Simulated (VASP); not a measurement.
Re: relaxation of cell and atoms with PBE

Crystal: Re.

```
Re
1.0
     2.76422    0.00000    0.00000
    -1.38211    2.39388    0.00000
     0.00000    0.00000    4.49541
Re
2
Direct
  0.33333 0.66667 0.25000
  0.66667 0.33333 0.75000
```

- Program: VASP 6.6.1
- Task: relaxation of cell and atoms
- Functional: PBE
- Potentials or basis: VASP PAW PBE potentials, release 64 (Re)
- Cutoff: 300 eV
- k mesh: 8 × 8 × 4
- Occupations: methfessel-paxton, width 0.1 eV
- Spin: no spin polarisation
- Further INCAR settings: ALGO = Normal; EDIFF = 1e-07; IBRION = 2; EDIFFG = -0.005; NSW = 90; ISIF = 3

| Item | Value |
| --- | --- |
| Energy gained by relaxing | 0.0 meV/atom |
| Ionic steps | 3 |
| Pressure after relaxing | 0.0 GPa |
| Band gap on the k mesh | none (metal or under the smearing width) |

Final structure:
```
CELL_PARAMETERS angstrom
2.76427 0.00000 0.00000
-1.38214 2.39393 0.00000
0.00000 0.00000 4.49563
ATOMIC_POSITIONS crystal
Re 0.33333 0.66667 0.25000
Re 0.66667 0.33333 0.75000
```

Levels at points of the mesh, in eV from the Fermi level:
| k point | band 4 | band 5 | band 6 | band 7 | band 8 | band 9 | band 10 | band 11 |
| --- | --- | --- | --- | --- | --- | --- | --- | --- |
| (0.00, 0.00, 0.00) | -1.47 | -1.47 | -0.67 | -0.67 | 0.31 | 0.31 | 0.59 | 3.37 |
| (0.50, 0.00, 0.00) | -1.78 | -1.63 | -1.35 | -0.58 | 4.02 | 4.30 | 4.52 | 6.03 |
| (0.00, 0.00, 0.50) | -2.33 | -1.58 | -1.58 | -1.58 | -1.58 | 2.56 | 2.56 | 2.56 |
| (0.50, 0.00, 0.50) | -3.98 | 0.48 | 0.48 | 0.98 | 0.98 | 4.31 | 4.31 | 4.75 |

Wall time 5.6 s on 1 thread of Intel(R) Xeon(R) 6975P-C (Granite Rapids) (shared host), peak memory 0.12 GiB.

Spin-orbit coupling is left out, which matters for the levels of Re.
